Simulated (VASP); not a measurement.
# BN (P6_3/mmc) in VASP: further runs

One crystal, BN, is run at these levels: PBEsol; tasks: single point.

Everything below comes from runs of VASP 6.6.1. Logs are shortened: lines on timing, memory, paths and dates and some standing lists are left out, and cuts for length are marked.

## (1) The cell of the first run

Symmetry: P6_3/mmc, No. 194, hexagonal system. The conventional cell has a = 2.504 Å, b = 2.504 Å, c = 6.738 Å, α = 90.00°, β = 90.00°, γ = 120.00°. B (site symmetry -6m2) has 3 N at 1.45 Å as nearest neighbours. N (site symmetry -6m2) has 3 B at 1.45 Å as nearest neighbours.

## (2) Single point, PBEsol (strain -0.0400 x Voigt [0, 0, 1, 0, 0, 0], atoms carried along)

Contents of INCAR:

```
PREC = Accurate
ENCUT = 520
EDIFF = 1E-7
ISMEAR = 0
SIGMA = 0.05
LREAL = F
LASPH = T
NELM = 100
ALGO = Normal
ISIF = 2
LWAVE = F
LCHARG = T
GGA = PS
LELF = T
LVHAR = T
NBANDS = 16
```

Contents of KPOINTS:

```
Automatic mesh
0
Gamma
  12 12 4
```

Contents of POSCAR:

```
BN
1.0
    2.5043488457      0.0000000000      0.0000000000
   -1.2521744229      2.1688297203      0.0000000000
    0.0000000000      0.0000000000      6.7383318472
B N
2 2
Direct
    0.3333333333      0.6666666667      0.2500000000
    0.6666666667      0.3333333333      0.7500000000
    0.3333333333      0.6666666667      0.7500000000
    0.6666666667      0.3333333333      0.2500000000
```

Potentials or basis: VASP PAW PBE potentials, release 64 (B, N).

Command:

```console
> cat potpaw_PBE.64/B/POTCAR potpaw_PBE.64/N/POTCAR > POTCAR
> mpirun -np 1 vasp_std > vasp.out
```

OUTCAR:

```text
PREC = Accurate
   ENCUT = 520
   EDIFF = 1E-7
   ISMEAR = 0
   LREAL = F
   LASPH = T
   NELM = 100
   ISIF = 2
   GGA = PS

 ion  position               nearest neighbor table
   1  0.333  0.667  0.250-   4 1.45   4 1.45   4 1.45
   2  0.667  0.333  0.750-   3 1.45   3 1.45   3 1.45
   3  0.333  0.667  0.750-   2 1.45   2 1.45   2 1.45
   4  0.667  0.333  0.250-   1 1.45   1 1.45   1 1.45

  LATTYP: Found a hexagonal cell.
 ALAT       =     2.5043488457
 C/A-ratio  =     2.6906522463

  Lattice vectors:

 A1 = (   2.5043488457,   0.0000000000,   0.0000000000)
 A2 = (  -1.2521744229,   2.1688297203,   0.0000000000)
 A3 = (   0.0000000000,   0.0000000000,   6.7383318472)

Analysis of symmetry for initial positions (statically):
=====================================================================
 Subroutine PRICEL returns:
 Original cell was already a primitive cell.

 Routine SETGRP: Setting up the symmetry group for a
 hexagonal supercell.

 Subroutine GETGRP returns: Found 24 space group operations
 (whereof 12 operations were pure point group operations)
 out of a pool of 24 trial point group operations.

The static configuration has the point symmetry D_3d.
 The point group associated with its full space group is D_6h.

Analysis of symmetry for dynamics (positions and initial velocities):
=====================================================================
 Subroutine PRICEL returns:
 Original cell was already a primitive cell.

 Routine SETGRP: Setting up the symmetry group for a
 hexagonal supercell.

 Subroutine GETGRP returns: Found 24 space group operations
 (whereof 12 operations were pure point group operations)
 out of a pool of 24 trial point group operations.

The dynamic configuration has the point symmetry D_3d.
 The point group associated with its full space group is D_6h.

 Subroutine INISYM returns: Found 24 space group operations
 (whereof 12 operations are pure point group operations),
 and found     1 'primitive' translations

----------------------------------------------------------------------------------------

                                     Primitive cell

  volume of cell :      36.5993

  direct lattice vectors                    reciprocal lattice vectors
     2.504348846  0.000000000  0.000000000     0.399305393  0.230539076  0.000000000
    -1.252174423  2.168829720  0.000000000     0.000000000  0.461078152  0.000000000
     0.000000000  0.000000000  6.738331847     0.000000000  0.000000000  0.148404683

  length of vectors
     2.504348846  2.504348846  6.738331847     0.461078152  0.461078152  0.148404683

  position of ions in fractional coordinates (direct lattice)
     0.333333333  0.666666667  0.250000000
     0.666666667  0.333333333  0.750000000
     0.333333333  0.666666667  0.750000000
     0.666666667  0.333333333  0.250000000

  ion indices of the primitive-cell ions
   primitive index   ion index
                 1           1
                 2           2
                 3           3
                 4           4

----------------------------------------------------------------------------------------

 KPOINTS: Automatic mesh

Automatic generation of k-mesh.
 Grid dimensions read from file:
 generate k-points for:   12   12    4

 Generating k-lattice:

  Cartesian coordinates                     Fractional coordinates (reciprocal lattice)
     0.033275449  0.019211590  0.000000000     0.083333333  0.000000000  0.000000000
     0.000000000  0.038423179  0.000000000     0.000000000  0.083333333  0.000000000
     0.000000000  0.000000000  0.037101171     0.000000000  0.000000000  0.250000000

  Length of vectors
     0.038423179  0.038423179  0.037101171

  Shift w.r.t. Gamma in fractional coordinates (k-lattice)
     0.000000000  0.000000000  0.000000000

 Subroutine IBZKPT returns following result:
 ===========================================

 Found     57 irreducible k-points:

 Following reciprocal coordinates:
            Coordinates               Weight
  0.000000  0.000000  0.000000      1.000000
  0.083333  0.000000  0.000000      6.000000
  0.166667  0.000000  0.000000      6.000000
  0.250000  0.000000  0.000000      6.000000
  0.333333  0.000000  0.000000      6.000000
  0.416667  0.000000  0.000000      6.000000
[... 16 lines left out ...]
  0.250000  0.000000  0.250000     12.000000
  0.333333  0.000000  0.250000     12.000000
 [... further k-points ...]
   k-points           NKPTS =     57   k-points in BZ     NKDIM =     57   number of bands    NBANDS=     16
   number of dos      NEDOS =    301   number of ions     NIONS =      4
   total plane-waves  NPLWV =  20000
   dimension x,y,z NGX =    20 NGY =   20 NGZ =   50
   dimension x,y,z NGXF=    40 NGYF=   40 NGZF=  100
   ions per type =               2   2
   NGX,Y,Z   is equivalent  to a cutoff of  13.28, 13.28, 12.34 a.u.
   NGXF,Y,Z  is equivalent  to a cutoff of  26.55, 26.55, 24.67 a.u.
 SYSTEM =  unknown system
   PREC   = accura    normal or accurate (medium, high low for compatibility)
   ISTART =      0    job   : 0-new  1-cont  2-samecut
   ICHARG =      2    charge: 1-file 2-atom 10-const
   ISPIN  =      1    spin polarized calculation?
   LNONCOLLINEAR =      F non collinear calculations
   LSORBIT =      F    spin-orbit coupling
   LASPH  =      T    aspherical Exc in radial PAW
   ENCUT  =  520.0 eV  38.22 Ry    6.18 a.u.   4.66  4.66 12.53*2*pi/ulx,y,z
   NELM   =    100;   NELMIN=  2; NELMDL= -5     # of ELM steps
   EDIFF  = 0.1E-06   stopping-criterion for ELM
   LREAL  =      F    real-space projection
   EDIFFG = 0.1E-05   stopping-criterion for IOM
   NSW    =      0    number of steps for IOM
   IBRION =     -1    ionic relax: 0-MD 1-quasi-New 2-CG
   NFREE  =      0    steps in history (QN), initial steepest desc. (CG)
   ISIF   =      2    stress and relaxation
   ISYM   =      2    0-nonsym 1-usesym 2-fastsym
   POTIM  = 0.5000    time-step for ionic-motion
   TEBEG  =    0.0;   TEEND  =   0.0 temperature during run
   PSTRESS=    0.0 pullay stress
   NELECT =      16.0000    total number of electrons
   NUPDOWN=      -1.0000    fix difference up-down
   EMIN   =  10.00;   EMAX   =-10.00  energy-range for DOS
   EFERMI =   0.00;   METHOD = LEGACY
   ISMEAR =     0;   SIGMA  =   0.05  broadening in eV -4-tet -1-fermi 0-gaus
   EFERMI_NEDOS =   21; number of points for ismear=-14 and -15
   IALGO  =     38    algorithm
   IMIX   =      4    mixing-type and parameters
     AMIX     =   0.40;   BMIX     =  1.00
     AMIX_MAG =   1.60;   BMIX_MAG =  1.00
  volume/ion in A,a.u.               =       9.15        61.75
  Fermi-wavevector in a.u.,A,eV,Ry     =   1.242483  2.347953 21.004198  1.543765
  Thomas-Fermi vector in A             =   2.376836
   LORBIT       =      0    0 simple, 1 ext, 2 COOP (PROOUT), +10 PAW based schemes
   GGA     = PS    functional components
   LHFCALC =     F    Hartree Fock is set to
   AEXX    =    0.0000 exact exchange contribution
   IVDW    =     0    specifies the selected vdW correction
   LEPSILON=     F    determine dielectric tensor
   LRPA    =     F    only Hartree local field effects (RPA)
 non-spin polarized calculation
 Gauss-broadening in eV      SIGMA  =   0.05
  energy-cutoff  :      520.00
  volume of cell :       36.60
 maximum number of plane-waves:      1000
 NGX is ok and might be reduce to    20
   NGX =  9   NGY =  9   NGZ = 25

 number of electron      15.9999999 magnetization

 Free energy of the ion-electron system (eV)
  ---------------------------------------------------
  ext. energy  EPLUGINS =         0.00000000
  ---------------------------------------------------
  free energy    TOTEN  =       -36.56793487 eV

  energy without entropy =      -36.56793487  energy(sigma->0) =      -36.56793487

 E-fermi :   2.3704     XC(G=0): -10.2037

 val. band max:        2.0705935962   @ k =   0.3333   0.3333   0.5000
 cond. band min:       6.2619646136   @ k =   0.5000   0.0000   0.0000
 fundamental gap:      4.1913710175
 Fermi energy:         2.3703991601

 k-point     1 :       0.0000    0.0000    0.0000
  band No.  band energies     occupation
      1     -15.6721      2.00000
      2     -15.4005      2.00000
      3      -4.1554      2.00000
      4      -2.1249      2.00000
      5       0.7645      2.00000
      6       0.7645      2.00000
[... 8 lines left out ...]
     15      14.2002      0.00000
     16      15.0477      0.00000

 k-point     2 :       0.0833    0.0000    0.0000
  band No.  band energies     occupation
      1     -15.5358      2.00000
      2     -15.2684      2.00000
      3      -3.9680      2.00000
      4      -1.9559      2.00000
      5       0.2053      2.00000
      6       0.2324      2.00000
[... 8 lines left out ...]
     15      14.5474      0.00000
     16      14.6933      0.00000

 k-point     3 :       0.1667    0.0000    0.0000
  band No.  band energies     occupation
      1     -15.1339      2.00000
      2     -14.8796      2.00000
      3      -3.4127      2.00000
      4      -1.4590      2.00000
      5      -1.2140      2.00000
      6      -1.1808      2.00000
[... 8 lines left out ...]
     15      15.8080      0.00000
     16      15.8960      0.00000

 k-point     4 :       0.2500    0.0000    0.0000
  band No.  band energies     occupation
      1     -14.4925      2.00000
      2     -14.2613      2.00000
      3      -3.0178      2.00000
      4      -2.9648      2.00000
      5      -2.5140      2.00000
      6      -0.8728      2.00000
[... 8 lines left out ...]
     15      17.0485      0.00000
     16      18.0674      0.00000
[... 324 lines left out ...]
 k-point    22 :       0.1667    0.0000    0.2500
  band No.  band energies     occupation
      1     -15.0983      2.00000
      2     -14.9187      2.00000
      3      -3.1762      2.00000
      4      -1.8252      2.00000
      5      -1.2032      2.00000
      6      -1.1668      2.00000
[... 8 lines left out ...]
     15      15.8054      0.00000
     16      15.8800      0.00000

 k-point    23 :       0.2500    0.0000    0.2500
  band No.  band energies     occupation
      1     -14.4601      2.00000
      2     -14.2967      2.00000
      3      -3.0238      2.00000
      4      -2.9791      2.00000
      5      -2.2690      2.00000
      6      -0.9866      2.00000
[... 8 lines left out ...]
     15      18.0818      0.00000
     16      18.1566      0.00000

 k-point    24 :       0.3333    0.0000    0.2500
  band No.  band energies     occupation
      1     -13.6502      2.00000
      2     -13.5130      2.00000
      3      -4.8089      2.00000
      4      -4.7572      2.00000
      5      -1.4966      2.00000
      6      -1.4580      2.00000
[... 8 lines left out ...]
     15      18.6548      0.00000
     16      20.6627      0.00000

 [... further k-points ...]

------------------------ aborting loop because EDIFF is reached ----------------------------------------

  FORCE on cell =-STRESS in cart. coord.  units (eV):
  Direction    XX          YY          ZZ          XY          YZ          ZX
  --------------------------------------------------------------------------------------
  -------------------------------------------------------------------------------------
  Total        0.1310868      0.1310868      0.1068396     -0.0000000     -0.0000000      0.0000000
  in kB        5.7384783      5.7384783      4.6770299     -0.0000000     -0.0000000      0.0000000
  external PRESSURE =       5.3846622 kB  Pullay stress =       0.0000000 kB

 VOLUME and BASIS-vectors are now :
 -----------------------------------------------------------------------------
  energy-cutoff  :      520.00
  volume of cell :       36.60
      direct lattice vectors                 reciprocal lattice vectors
     2.504348846  0.000000000  0.000000000     0.399305393  0.230539076  0.000000000
    -1.252174423  2.168829720  0.000000000     0.000000000  0.461078152  0.000000000
     0.000000000  0.000000000  6.738331847     0.000000000  0.000000000  0.148404683

 POSITION                                       TOTAL-FORCE (eV/Angst)
 -----------------------------------------------------------------------------------
     -0.00000      1.44589      1.68458        -0.000000     -0.000000      0.000000
      1.25217      0.72294      5.05375         0.000000      0.000000      0.000000
     -0.00000      1.44589      5.05375        -0.000000      0.000000      0.000000
      1.25217      0.72294      1.68458         0.000000     -0.000000      0.000000
 -----------------------------------------------------------------------------------
    total drift:                               -0.000000      0.000000      0.000000

  FREE ENERGIE OF THE ION-ELECTRON SYSTEM (eV)
  ---------------------------------------------------
  free  energy   TOTEN  =       -36.5679348700 eV

  energy  without entropy=      -36.5679348700  energy(sigma->0) =      -36.56793487
```

It took 27 s on 1 thread of AMD EPYC 7R13 (Zen 3), shared host; peak memory 0.13 GiB.

What came out:

- Free energy: -36.5679 eV
- Pressure: 0.5 GPa
- Band gap on the k mesh: 4.19 eV, indirect (least direct gap 4.58 eV)

Caveat: the PAW data sets were made with another functional, which shifts forces and pressure a little; this functional lacks dispersion, which binds the layers, so the pressure and a relaxed spacing across them are unreliable.

## (3) Single point, PBEsol (strain +0.0100 x Voigt [0, 0, 1, 0, 0, 0], atoms carried along)

Contents of INCAR:

```
SYSTEM = BN
PREC = Accurate ; ENCUT = 520
EDIFF = 1E-6 ; ISMEAR = 0
SIGMA = 0.05 ; LREAL = .FALSE.
LASPH = .TRUE. ; NELM = 100
ALGO = Normal ; ISIF = 2
LWAVE = .FALSE. ; LCHARG = .FALSE.
GGA = PS ; NBANDS = 16
```

Contents of KPOINTS:

```
regular mesh
0
G
  12 12 4
  0 0 0
```

Edit POSCAR of step 2 so:

```diff
@@ -4,3 +4,3 @@
    -1.2521744229      2.1688297203      0.0000000000
-    0.0000000000      0.0000000000      6.7383318472
+    0.0000000000      0.0000000000      7.0892866309
 B N
```

Potentials or basis: VASP PAW PBE potentials, release 64 (B, N).

Command:

```console
> cat potpaw_PBE.64/B/POTCAR potpaw_PBE.64/N/POTCAR > POTCAR
> mpirun -np 1 vasp_std > vasp.out
```

Run time: 25 s. Hardware: 1 thread of AMD EPYC 7R13 (Zen 3), shared host; peak memory 0.13 GiB.

The run converged. Its results:

```yaml
Free_energy: -36.5708 eV
Pressure: 0.3 GPa
Band_gap_on_the_k_mesh: 4.27 eV, indirect (least direct gap 4.60 eV)
```

Stress tensor (GPa, compression positive):
```
 0.47  0.00  0.00
 0.00  0.47  0.00
 0.00  0.00 -0.19
```

Levels at points of the mesh, in eV from the valence-band top:
```csv
k point,band 5,band 6,band 7,band 8,band 9,band 10,band 11,band 12
"(0.00, 0.00, 0.00)",-1.31,-1.31,-1.29,-1.29,4.72,9.40,11.52,11.52
"(0.50, 0.00, 0.00)",-4.13,-4.09,-1.29,-0.57,4.27,5.33,9.41,9.92
"(0.00, 0.00, 0.50)",-1.30,-1.30,-1.30,-1.30,6.76,6.76,11.56,11.56
"(0.50, 0.00, 0.50)",-4.11,-4.11,-0.92,-0.92,4.67,4.67,9.80,9.80
```

Caveat: the PAW data sets were made with another functional, which shifts forces and pressure a little; this functional lacks dispersion, which binds the layers, so the pressure and a relaxed spacing across them are unreliable. A k mesh can miss the band edges.
